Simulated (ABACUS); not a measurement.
# Eu (Im-3m) in ABACUS: convergence with scf thr

Aim: find how far scf thr must go before the results for Eu settle, at PBEsol. This setting moves, with any that are tied to it; all else stays.

Everything below comes from runs of ABACUS 3.10.1. Logs are shortened: lines on timing, memory, paths and dates and some standing lists are left out, and cuts for length are marked.

### 1 Starting point

Symmetry: Im-3m, No. 229, cubic system. The conventional cell has a = 4.606 Å, b = 4.606 Å, c = 4.606 Å, α = 90.00°, β = 90.00°, γ = 90.00°. Around Eu (site symmetry m-3m) lie 8 Eu at 3.99 Å.

### 2 With scf thr 0.01

Input file INPUT:

```
INPUT_PARAMETERS
suffix              Eu
calculation         scf
basis_type          pw
pseudo_dir          ./
symmetry            1
dft_functional      pbesol
ecutwfc             50
pseudo_rcut         10
nspin               2
nbands              10
ks_solver           dav
smearing_method     gauss
smearing_sigma      0.00734986
scf_thr             0.01
scf_nmax            100
mixing_type         broyden
mixing_beta         0.4
cal_force           1
cal_stress          1
kpar                4
```

Input file STRU:

```
ATOMIC_SPECIES
Eu 151.9640 Eu.upf

LATTICE_CONSTANT
1.8897261246

LATTICE_VECTORS
-2.3030000000 2.3030000000 2.3030000000
2.3030000000 -2.3030000000 2.3030000000
2.3030000000 2.3030000000 -2.3030000000

ATOMIC_POSITIONS
Direct

Eu
0.0
1
0.0000000000 0.0000000000 0.0000000000 1 1 1 mag 0
```

Input file KPT:

```
K_POINTS
0
Gamma
6 6 6 0 0 0
```

Potentials or basis: PseudoDojo NC SR 0.4.1 PBE standard, lanthanides 3+ (f in core), plane waves.

Started as:

```console
> OMP_NUM_THREADS=1 mpirun -np 4 abacus > log
```

running log:

```text
ABACUS v3.10.1

               Atomic-orbital Based Ab-initio Computation at UStc

 ------------------------------------------------------------------------------------

 READING GENERAL INFORMATION
                           global_out_dir = OUT.Eu/
                           global_in_card = INPUT
                               pseudo_dir = ./
                              orbital_dir =
                                    DSIZE = 4
                                    GSIZE = 1

 READING UNITCELL INFORMATION
                                    ntype = 1
                  lattice constant (Bohr) = 1.88973
              lattice constant (Angstrom) = 1

 READING ATOM TYPE 1
                               atom label = Eu
                      L=0, number of zeta = 1
                      L=1, number of zeta = 1
                      L=2, number of zeta = 1
             number of atom for this type = 1
               magnetization of element 1 = 0
          Autoset magnetism for this atom = 1

                        TOTAL ATOM NUMBER = 1
DIRECT COORDINATES
    atom                   x                   y                   z     mag                  vx                  vy                  vz
taud_Eu1            0.0000000000        0.0000000000        0.0000000000  1.0000        0.0000000000        0.0000000000        0.0000000000

                          Volume (Bohr^3) = 329.715
                             Volume (A^3) = 48.8586

 Lattice vectors: (Cartesian coordinate: in unit of a_0)
               -2.303              +2.303              +2.303
               +2.303              -2.303              +2.303
               +2.303              +2.303              -2.303
 Reciprocal vectors: (Cartesian coordinate: in unit of 2 pi/a_0)
                   +0           +0.217108           +0.217108
            +0.217108                  +0           +0.217108
            +0.217108           +0.217108                  +0
 The esolver type has been set to : ksdft_pw

[... 233 lines left out ...]
 EFERMI = 6.5016054813 eV

 STATE ENERGY(eV) AND OCCUPATIONS    NSPIN == 2
SPIN UP :
 1/4 kpoint (Cartesian) = 0.0000 0.0000 0.0000 (1961 pws)
       1       -36.7775     0.00462963
       2       -15.1961     0.00462963
       3       -15.1961     0.00462963
       4       -15.1961     0.00462963
       5        2.21160     0.00462963
       6        7.56790        0.00000
       7        7.56790        0.00000
       8        7.56790        0.00000
       9        9.10635        0.00000
      10        9.10635        0.00000
[... 25 lines left out ...]
 4/4 kpoint (Cartesian) = 0.10855 0.10855 0.21711 (1966 pws)
       1       -36.7621      0.0277778
       2       -15.4301      0.0277778
       3       -15.2765      0.0277778
       4       -15.1954      0.0277778
       5        4.67618      0.0277778
       6        6.49903      0.0142924
       7        6.75451    4.83356e-06
       8        8.91948        0.00000
       9        9.48957        0.00000
      10        10.7063        0.00000

SPIN DOWN :
 1/4 kpoint (Cartesian) = 0.0000 0.0000 0.0000 (1961 pws)
       1       -36.9614     0.00462963
       2       -15.3339     0.00462963
       3       -15.3339     0.00462963
       4       -15.3339     0.00462963
       5        2.67449     0.00462963
       6        7.78521        0.00000
       7        7.78521        0.00000
       8        7.78521        0.00000
       9        9.17942        0.00000
      10        9.17942        0.00000

 2/4 kpoint (Cartesian) = 0.036185 -0.036185 0.0000 (1974 pws)
       1       -36.9578      0.0555556
       2       -15.3898      0.0555556
       3       -15.3529      0.0555556
       4       -15.3337      0.0555556
       5        3.19451      0.0555556
       6        7.48631        0.00000
       7        7.58519        0.00000
       8        8.28605        0.00000
       9        8.90716        0.00000
      10        9.20526        0.00000

[... levels at 2 further k points ...]

------------------------------------------------------------------------------------------
 TOTAL-FORCE (eV/Angstrom)
------------------------------------------------------------------------------------------
                       Eu1         0.0000000000         0.0000000000         0.0000000000
------------------------------------------------------------------------------------------

----------------------------------------------------------------
 TOTAL-STRESS (KBAR)
----------------------------------------------------------------
      -140.9358951781        -0.0000000000        -0.0000000000
        -0.0000000000      -140.9358951781         0.0000000000
         0.0000000000         0.0000000000      -140.9358951781
----------------------------------------------------------------
 TOTAL-PRESSURE: -140.935895 KBAR

 --------------------------------------------
 !FINAL_ETOT_IS -1108.8717228045773027 eV
 --------------------------------------------
```

Wall time 2.7 s (4 MPI ranks of Intel Xeon Platinum 8259CL at 2.50GHz (Skylake/Cascade Lake), shared host); peak memory 0.28 GiB.

Results:

| Property | Result |
| --- | --- |
| Free energy | -1108.8717 eV |
| Band gap on the k mesh | none (metal or under the smearing width) |
| Net moment | 0.55 μB per cell |
| Absolute moment | 0.55 μB per cell |

### 3 With scf thr 0.001

INPUT, as its differences from that of step 2:

```diff
@@ -14,3 +14,3 @@
 smearing_sigma      0.00734986
-scf_thr             0.01
+scf_thr             0.001
 scf_nmax            100
```

STRU is that of step 2.

KPT is that of step 2.

Potentials or basis: PseudoDojo NC SR 0.4.1 PBE standard, lanthanides 3+ (f in core), plane waves.

Started as:

```console
> OMP_NUM_THREADS=1 mpirun -np 4 abacus > log
```

Run time: 3.5 s. Hardware: 4 MPI ranks of Intel Xeon Platinum 8259CL at 2.50GHz (Skylake/Cascade Lake), shared host; peak memory 0.28 GiB.

Results:

```yaml
Free_energy: -1108.8827 eV
Band_gap_on_the_k_mesh: none (metal or under the smearing width)
Net_moment: 0.60 μB per cell
Absolute_moment: 0.60 μB per cell
```

### 4 With scf thr 0.0001

INPUT, as its differences from that of step 3:

```diff
@@ -14,3 +14,3 @@
 smearing_sigma      0.00734986
-scf_thr             0.001
+scf_thr             0.0001
 scf_nmax            100
```

STRU is that of step 3.

KPT is that of step 3.

Started as:

```console
> OMP_NUM_THREADS=1 mpirun -np 4 abacus > log
```

Wall time 3.6 s (4 MPI ranks of Intel Xeon Platinum 8259CL at 2.50GHz (Skylake/Cascade Lake), shared host); peak memory 0.28 GiB.

What came out:

```
Free energy            : -1108.8827 eV
Band gap on the k mesh : none (metal or under the smearing width)
Net moment             : 0.60 μB per cell
Absolute moment        : 0.60 μB per cell
```

### 5 With scf thr 1e-05

INPUT, as its differences from that of step 4:

```diff
@@ -14,3 +14,3 @@
 smearing_sigma      0.00734986
-scf_thr             0.0001
+scf_thr             1e-05
 scf_nmax            100
```

STRU is that of step 4.

KPT is that of step 4.

Started as:

```console
> OMP_NUM_THREADS=1 mpirun -np 4 abacus > log
```

Wall time 4.8 s (4 MPI ranks of Intel Xeon Platinum 8259CL at 2.50GHz (Skylake/Cascade Lake), shared host); peak memory 0.28 GiB.

What came out:

```
Free energy            : -1108.8829 eV
Band gap on the k mesh : none (metal or under the smearing width)
Net moment             : 0.57 μB per cell
Absolute moment        : 0.57 μB per cell
```

### 6 With scf thr 1e-06

INPUT, as its differences from that of step 5:

```diff
@@ -14,3 +14,3 @@
 smearing_sigma      0.00734986
-scf_thr             1e-05
+scf_thr             1e-06
 scf_nmax            100
```

STRU is that of step 5.

KPT is that of step 5.

Potentials or basis: PseudoDojo NC SR 0.4.1 PBE standard, lanthanides 3+ (f in core), plane waves.

Started as:

```console
> OMP_NUM_THREADS=1 mpirun -np 4 abacus > log
```

It took 5.3 s on 4 MPI ranks of Intel Xeon Platinum 8259CL at 2.50GHz (Skylake/Cascade Lake), shared host; peak memory 0.32 GiB.

Results (log left out):

```yaml
Free_energy: -1108.8829 eV
Band_gap_on_the_k_mesh: none (metal or under the smearing width)
Net_moment: 0.58 μB per cell
Absolute_moment: 0.58 μB per cell
```

### 7 With scf thr 1e-07

INPUT, as its differences from that of step 6:

```diff
@@ -14,3 +14,3 @@
 smearing_sigma      0.00734986
-scf_thr             1e-06
+scf_thr             1e-07
 scf_nmax            100
```

STRU is that of step 6.

KPT is that of step 6.

Started as:

```console
> OMP_NUM_THREADS=1 mpirun -np 4 abacus > log
```

Run time: 6.1 s. Hardware: 4 MPI ranks of Intel Xeon Platinum 8259CL at 2.50GHz (Skylake/Cascade Lake), shared host; peak memory 0.32 GiB.

Results (log left out):

```
Free energy            : -1108.8829 eV
Band gap on the k mesh : none (metal or under the smearing width)
Net moment             : 0.58 μB per cell
Absolute moment        : 0.58 μB per cell
```

### 8 With scf thr 1e-08

INPUT, as its differences from that of step 7:

```diff
@@ -14,3 +14,3 @@
 smearing_sigma      0.00734986
-scf_thr             1e-07
+scf_thr             1e-08
 scf_nmax            100
```

STRU is that of step 7.

KPT is that of step 7.

Started as:

```console
> OMP_NUM_THREADS=1 mpirun -np 4 abacus > log
```

It took 6.6 s on 4 MPI ranks of Intel Xeon Platinum 8259CL at 2.50GHz (Skylake/Cascade Lake), shared host; peak memory 0.32 GiB.

The run converged. Its results:

```yaml
Free_energy: -1108.8829 eV
Band_gap_on_the_k_mesh: none (metal or under the smearing width)
Net_moment: 0.58 μB per cell
Absolute_moment: 0.58 μB per cell
```

### 9 With scf thr 1e-10

INPUT, as its differences from that of step 8:

```diff
@@ -14,3 +14,3 @@
 smearing_sigma      0.00734986
-scf_thr             1e-08
+scf_thr             1e-10
 scf_nmax            100
```

STRU is that of step 8.

KPT is that of step 8.

Potentials or basis: PseudoDojo NC SR 0.4.1 PBE standard, lanthanides 3+ (f in core), plane waves.

Started as:

```console
> OMP_NUM_THREADS=1 mpirun -np 4 abacus > log
```

It took 8.2 s on 4 MPI ranks of Intel Xeon Platinum 8259CL at 2.50GHz (Skylake/Cascade Lake), shared host; peak memory 0.32 GiB.

Results (log left out):

```
Free energy            : -1108.8829 eV
Band gap on the k mesh : none (metal or under the smearing width)
Net moment             : 0.58 μB per cell
Absolute moment        : 0.58 μB per cell
```

### 10 Result

| scf thr | energy less the tightest run, at zero smearing (meV/atom) | absolute moment (μB) | SCF cycles | CPU time (s) |
| --- | --- | --- | --- | --- |
| 0.01 | 11.07 | 0.55 | 2 | 9.8 |
| 0.001 | 0.24 | 0.60 | 4 | 14 |
| 0.0001 | 0.24 | 0.60 | 4 | 14 |
| 1e-05 | 0.02 | 0.57 | 6 | 19 |
| 1e-06 | 0.01 | 0.58 | 7 | 21 |
| 1e-07 | 0.01 | 0.58 | 7 | 24 |
| 1e-08 | 0.00 | 0.58 | 9 | 26 |
| 1e-10 | 0.00 | 0.58 | 11 | 32 |

Against the tightest run, the energy stays within 1 meV/atom from 0.001 on; the absolute moment stays within 0.02 μB from 1e-05 on. The tightest run that finished is the yardstick and may itself not be fully converged.

Caveats: all typed moments are zero, and the program then starts from 1 μB on every atom; spin-orbit coupling is left out, which moves the levels of the heavy elements; the 4f electrons are frozen in the core as for a trivalent ion, so they carry no moment and show no levels, and Eu and Yb are often divalent.
